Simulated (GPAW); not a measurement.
# CoO (Fm-3m) in GPAW: single point with LDA

Aim: the single point of CoO with LDA.

All numbers are computed with GPAW 26.7.0; they aren't measurements. Logs are shortened: lines on timing, memory, paths and dates and some standing lists are left out, and cuts for length are marked. The log counts tension as positive stress, the text compression.

**1. The structure**

It takes space group Fm-3m (No. 225, cubic). Conventional cell: a = 4.263 Å, b = 4.263 Å, c = 4.263 Å, α = 90.00°, β = 90.00°, γ = 90.00°. Co (site symmetry m-3m) has 6 O at 2.13 Å as nearest neighbours. Around O (site symmetry m-3m) lie 6 Co at 2.13 Å.

**2. Single point, LDA, collinear spin, ferromagnetic start**

run.py reads:

```python
from ase.dft.bandgap import bandgap
from ase.io import read, write
from ase.units import GPa
from gpaw import GPAW, PW

atoms = read('CoO.cif')
atoms.set_initial_magnetic_moments([3.0, 0.0])

calc = GPAW(mode=PW(550),
            xc='LDA',
            kpts={'size': (9, 9, 9), 'gamma': True},
            occupations={'name': 'fermi-dirac', 'width': 0.05},
            nbands=17,
            maxiter=120,
            txt='gpaw.txt')
atoms.calc = calc
energy = atoms.get_potential_energy()
forces = atoms.get_forces()
stress = atoms.get_stress()
calc.write('gs.gpw')
write('result.traj', atoms)
print(f'Energy: {energy:.6f} eV')
print('Forces (eV/A):')
print(forces.round(4))
print('Stress (GPa):', (stress / GPa).round(3))
print('Moments:', calc.get_magnetic_moments().round(3))
print('Fermi level:', round(calc.get_fermi_level(), 4), 'eV')
print(f'Gap: {bandgap(calc)[0]:.4f} eV, direct: {bandgap(calc, direct=True)[0]:.4f} eV')
```

CoO.cif reads:

```cif
data_CoO
_cell_length_a 3.01439621
_cell_length_b 3.01439621
_cell_length_c 3.01439621
_cell_angle_alpha 60.00000000
_cell_angle_beta 60.00000000
_cell_angle_gamma 60.00000000
_space_group_name_H-M_alt 'P1'
_space_group_name_Hall 'P 1'
_space_group_IT_number 1
loop_
_space_group_symop_operation_xyz
'x,y,z'
loop_
_atom_site_label
_atom_site_type_symbol
_atom_site_symmetry_multiplicity
_atom_site_Wyckoff_symbol
_atom_site_fract_x
_atom_site_fract_y
_atom_site_fract_z
_atom_site_occupancy
Co1 Co 1 a 0.0000000000 0.0000000000 0.0000000000 1
O1 O 1 a 0.5000000000 0.5000000000 0.5000000000 1
```

Potentials or basis: the program's PAW data sets (release 1.2.1) made for this functional, pw.

The run is started by

```sh
$ OMP_NUM_THREADS=1 python run.py
```

gpaw.txt:

```text
__  _  _
 | _ |_)|_||  |
 |__||  | ||/\| - 26.7.0

Input parameters:
  mode=PW(ecut=550.0),
  kpts=MonkhorstPack(size=(9, 9, 9), gamma=True),
  maxiter=120,
  nbands=17,
  occupations=Occupations(name='fermi-dirac', width=0.05),
  xc=XC(name='LDA')

Diagonalizing LCAO Hamiltonian
Converting LCAO to pw mode

                O

       Co

Atoms  # Å, Bohr magnetons
|   | symbol |        x |        y |        z |    initial magnetic moments |
|---|--------|----------|----------|----------|-----------------------------|
| 0 |     Co | 0.000000 | 0.000000 | 0.000000 | ( 0.0000,  0.0000,  3.0000) |
| 1 |      O | 3.014396 | 1.740362 | 1.230622 | ( 0.0000,  0.0000,  0.0000) |

Unit cell  # Å
| periodic |        x |        y |        z |  lengths |    angles |
|----------|----------|----------|----------|----------|-----------|
|      yes | 3.014396 | 0.000000 | 0.000000 | 3.014396 | 60.000000 |
|      yes | 1.507198 | 2.610544 | 0.000000 | 3.014396 | 60.000000 |
|      yes | 1.507198 | 0.870181 | 2.461244 | 3.014396 | 60.000000 |

Number of symmetries: 48
Symmetry operations  # r_c * U_cc + t_c -> r_c
|    | kind |            matrix            |
|----|------|------------------------------|
|  0 |  σ   |  1, 0, 0,  1, 0,-1,  1,-1, 0 |
|  1 |  C2  |  1, 0, 0,  1,-1, 0,  1, 0,-1 |
|  2 |  E   |  1, 0, 0,  0, 1, 0,  0, 0, 1 |
|  3 |  σ   |  1, 0, 0,  0, 0, 1,  0, 1, 0 |
|  4 |  C4  |  1, 0,-1,  1, 0, 0,  1,-1, 0 |
|  5 |  S6  |  1, 0,-1,  1,-1, 0,  1, 0, 0 |
|  6 |  σ   |  1, 0,-1,  0, 1,-1,  0, 0,-1 |
|  7 |  C3  |  1, 0,-1,  0, 0,-1,  0, 1,-1 |
|  8 |  S6  |  1,-1, 0,  1, 0, 0,  1, 0,-1 |
|  9 |  C4  |  1,-1, 0,  1, 0,-1,  1, 0, 0 |
| 10 |  C3  |  1,-1, 0,  0,-1, 1,  0,-1, 0 |
| 11 |  σ   |  1,-1, 0,  0,-1, 0,  0,-1, 1 |
| 12 |  σ   |  0, 1, 0,  1, 0, 0,  0, 0, 1 |
| 13 |  C4  |  0, 1, 0,  0, 1,-1, -1, 1, 0 |
| 14 |  C3  |  0, 1, 0,  0, 0, 1,  1, 0, 0 |
| 15 |  S6  |  0, 1, 0, -1, 1, 0,  0, 1,-1 |
| 16 |  C2  |  0, 1,-1,  1, 0,-1,  0, 0,-1 |
| 17 |  σ   |  0, 1,-1,  0, 1, 0, -1, 1, 0 |
| 18 |  S4  |  0, 1,-1,  0, 0,-1,  1, 0,-1 |
| 19 |  C4  |  0, 1,-1, -1, 1, 0,  0, 1, 0 |
| 20 |  C3  |  0, 0, 1,  1, 0, 0,  0, 1, 0 |
| 21 |  σ   |  0, 0, 1,  0, 1, 0,  1, 0, 0 |
| 22 |  S6  |  0, 0, 1,  0,-1, 1, -1, 0, 1 |
| 23 |  C4  |  0, 0, 1, -1, 0, 1,  0,-1, 1 |
| 24 |  S4  |  0, 0,-1,  1, 0,-1,  0, 1,-1 |
| 25 |  C3  |  0, 0,-1,  0, 1,-1,  1, 0,-1 |
| 26 |  C2  |  0, 0,-1,  0,-1, 0, -1, 0, 0 |
| 27 |  S6  |  0, 0,-1, -1, 0, 0,  0,-1, 0 |
| 28 |  S4  |  0,-1, 1,  1,-1, 0,  0,-1, 0 |
| 29 |  C4  |  0,-1, 1,  0, 0, 1, -1, 0, 1 |
| 30 |  C2  |  0,-1, 1,  0,-1, 0,  1,-1, 0 |
| 31 |  σ   |  0,-1, 1, -1, 0, 1,  0, 0, 1 |
| 32 |  C3  |  0,-1, 0,  1,-1, 0,  0,-1, 1 |
| 33 |  S6  |  0,-1, 0,  0, 0,-1, -1, 0, 0 |
| 34 |  S4  |  0,-1, 0,  0,-1, 1,  1,-1, 0 |
| 35 |  C2  |  0,-1, 0, -1, 0, 0,  0, 0,-1 |
| 36 |  C2  | -1, 1, 0,  0, 1, 0,  0, 1,-1 |
| 37 |  S6  | -1, 1, 0,  0, 1,-1,  0, 1, 0 |
| 38 |  S4  | -1, 1, 0, -1, 0, 1, -1, 0, 0 |
| 39 |  C3  | -1, 1, 0, -1, 0, 0, -1, 0, 1 |
| 40 |  S6  | -1, 0, 1,  0, 0, 1,  0,-1, 1 |
| 41 |  C2  | -1, 0, 1,  0,-1, 1,  0, 0, 1 |
| 42 |  C3  | -1, 0, 1, -1, 1, 0, -1, 0, 0 |
| 43 |  S4  | -1, 0, 1, -1, 0, 0, -1, 1, 0 |
| 44 |  C2  | -1, 0, 0,  0, 0,-1,  0,-1, 0 |
| 45 |  i   | -1, 0, 0,  0,-1, 0,  0, 0,-1 |
| 46 |  σ   | -1, 0, 0, -1, 1, 0, -1, 0, 1 |
| 47 |  C2  | -1, 0, 0, -1, 0, 1, -1, 1, 0 |

BZ-sampling:
  Number of BZ points: 729
  Number of IBZ points: 35

  Monkhorst-Pack size: [9, 9, 9]
  Monkhorst-Pack shift: [0, 0, 0]

K-points  # in reciprocal-cell coordinates
|     |                                coordinates |     weight |
|-----|--------------------------------------------|------------|
|   0 | (  0.00000000,   0.00000000,   0.00000000) | 0.00137174 |
|   1 | (  0.11111111,   0.11111111,   0.00000000) | 0.00823045 |
|   2 | (  0.11111111,   0.11111111,   0.11111111) | 0.01097394 |
|   3 | (  0.22222222,   0.11111111,   0.11111111) | 0.01646091 |
|   4 | (  0.22222222,   0.22222222,   0.00000000) | 0.00823045 |
|   5 | (  0.22222222,   0.22222222,   0.11111111) | 0.03292181 |
|   6 | (  0.22222222,   0.22222222,   0.22222222) | 0.01097394 |
|   7 | (  0.33333333,   0.22222222,   0.11111111) | 0.03292181 |
|   8 | (  0.33333333,   0.22222222,   0.22222222) | 0.03292181 |
|   9 | (  0.33333333,   0.33333333,  -0.33333333) | 0.01646091 |
| ... |                                            |            |
|  34 | (  0.44444444,   0.44444444,   0.44444444) | 0.01097394 |

Plane wave coefficients: 577
Cutoff: 550.0 eV

Spin-components: 2 (collinear spins)
Bands:           17
Projectors:      11
Spin-degeneracy: 1
Datatype:        complex128

Parallelization:
  kpt:    1
  domain: 1
  band:   1

Density:
  Valence electrons: 15.0
  Components: 2
  Grid points: [18 18 18]
  Charge: 0.0  # |e|

Potential:
  Grid points: [18 18 18]

species:
  Co:
    name:    Cobalt
    Z:       27.0
    valence: 9
    core:    18
    charge:  0.0  # [|e|]
    compensation charges:
      type: gauss
      rc: 0.32  # [Å]
      lmax: 2
    cutoffs:
      filter: 1.87  # [Å]
      core: 2.55  # [Å]
    projectors
    | kind |    occ | energy [eV] | rcut [Å] |
    |------|--------|-------------|----------|
    |   4s |  2.000 |      -5.672 |    1.005 |
    |   4p |  0.000 |      -1.387 |    1.058 |
    |   3d |  7.000 |      -8.461 |    1.005 |
    |    s |        |      21.539 |    1.005 |
    |    p |        |      25.825 |    1.058 |
    |    d |        |      18.750 |    1.005 |

    Using partial waves for Co as LCAO basis

  O:
    name:    Oxygen
    Z:       8.0
    valence: 6
    core:    2
    charge:  0.0  # [|e|]
    compensation charges:
      type: gauss
      rc: 0.21  # [Å]
      lmax: 2
    cutoffs:
      filter: 1.17  # [Å]
      core: 0.83  # [Å]
    projectors
    | kind |    occ | energy [eV] | rcut [Å] |
    |------|--------|-------------|----------|
    |   2s |  2.000 |     -23.752 |    0.688 |
    |   2p |  4.000 |      -9.195 |    0.598 |
    |    s |        |       3.459 |    0.688 |
    |    p |        |      18.016 |    0.598 |
    |    d |        |       0.000 |    0.619 |

    Using partial waves for O as LCAO basis

Reference energy: -39866.174772  # eV

eigensolver:
  PPCG
  Converge bands: occupied
  niter=2

density mixing:
  MSR1-Mixer
  Pratt-step length: 0.05
  Maximum mixing coefficient: 0.75
  Old densities: 10
  SVD Regularization: 0.005
  Good broyden scale: 1.0
  Trust region scale: 1.0
  Backstep threshold: 4.0
  History deletion threshold: 6.0
  Fourier metric: weight=20.0, sigma=0.015

occupation numbers:
  Fermi-Dirac:
    width: 0.0500  # eV

poisson solver:
  ecut: 4400.0  # eV

xc functional:
  name: None

convergence criteria:
- Maximum [total energy] change in last 3 cyles: 0.0005 eV / valence electron
- Maximum integral of absolute [dens]ity change: 0.0001 electrons / valence electron
- Maximum integral of absolute [eigenst]ate change: 4e-08 eV^2 / valence electron
maximum number of iterations: 120

SCF iterations
|iter     | |      energy | eigst |  dens |  magmom |
|---------|-|-------------|-------|-------|---------|
|iter:   1| |  -16.450983 | -0.05 |       |  +3.0020|
|iter:   2| |  -16.261800 | -2.02 | -0.92 |  +3.0019|
|iter:   3| |  -15.901153 | -2.21 | -0.96 |  +3.0009|
|iter:   4| |  -15.929737 | -2.79 | -1.26 |  +2.9133|
|iter:   5| |  -15.934729 | -3.02 | -1.56 |  +2.9034|
|iter:   6| |  -15.937996 | -3.60 | -1.65 |  +2.8365|
|iter:   7| |  -15.938220c| -5.44 | -2.51 |  +2.8326|
|iter:   8| |  -15.938242c| -5.89 | -3.08 |  +2.8343|
|iter:   9| |  -15.938253c| -6.07 | -3.31 |  +2.8405|
|iter:  10| |  -15.938255c| -7.95c| -4.07c|  +2.8414|

Converged in 10 steps
Energy contributions relative to reference atoms: (reference = -39866.174772)

Energy contributions:
  Kinetic:          19.952926
  Coulomb:         -17.324374
  Zero:              0.059147
  External:          0.000000
  Xc:              -18.609293
  Entropy:          -0.033323
  Spinorbit:         0.000000
  ----------------------------
  Free energy:     -15.954916
  Extrapolated:    -15.938255

dipole moment: (-16.159611, -9.329756, -6.597134)  # |e|*Ang

Total magnetic moment: (0.000000, 0.000000, 2.841421)

Local magnetic moments
|        x |        y |        z |
|----------|----------|----------|
| 0.000000 | 0.000000 | 2.427371 |  # Co   0
| 0.000000 | 0.000000 | 0.238415 |  # O    1

Fermi level: 8.410
Eigenvalues  # (at kpt = [0.000, 0.000, 0.000])
| band index |      eig [eV] | occ [0-1] |      eig [eV] | occ [0-1] |
|------------|---------------|-----------|---------------|-----------|
|          0 |       -11.788 |     1.000 |       -11.266 |     1.000 |
|          1 |         5.035 |     1.000 |         5.619 |     1.000 |
|          2 |         5.035 |     1.000 |         5.619 |     1.000 |
|          3 |         5.035 |     1.000 |         5.619 |     1.000 |
|          4 |         5.318 |     1.000 |         7.304 |     1.000 |
|          5 |         5.318 |     1.000 |         7.305 |     1.000 |
[... 9 lines left out ...]
|         15 |        29.327 |     0.000 |        30.206 |     0.000 |
|         16 |        29.327 |     0.000 |        30.207 |     0.000 |

No gap
No difference between direct/indirect transitions

Forces  # eV/Ang
|       x |        y |       z |
|---------|----------|---------|
| 0.00000 | -0.00000 | 0.00000 |  # Co   0
| 0.00000 | -0.00000 | 0.00000 |  # O    1

Stress tensor  # eV/Ang^3
|         x |         y |         z |
|-----------|-----------|-----------|
|  0.190560 | -0.000000 | -0.000000 |
| -0.000000 |  0.190560 | -0.000000 |
| -0.000000 | -0.000000 |  0.190560 |

# Writing to gs.gpw (mode='')
```

It took 23 s on 1 thread of Arm Neoverse V1, shared host; peak memory 0.14 GiB.

These settings aren't checked as converged: the numbers below hold their error.

What came out:

```yaml
Free_energy: -15.9549 eV
Pressure: -30.5 GPa
Band_gap_on_the_k_mesh: none (metal or under the smearing width)
Net_moment: 2.84 μB per cell
Site_moments: Co +2.43; O +0.24 μB
```

Caveat: the cutoff is short for stress and forces, so pressures can be off by a GPa or more; a pressure of tens of GPa on the cell as given is suspect, and the run, the potentials or the cell itself is likely at fault; a cell with one magnetic atom can't hold antiferromagnetic order, which such compounds often take; semilocal functionals often make such compounds metallic where correlation or magnetic order opens a gap, which also shifts bond lengths.
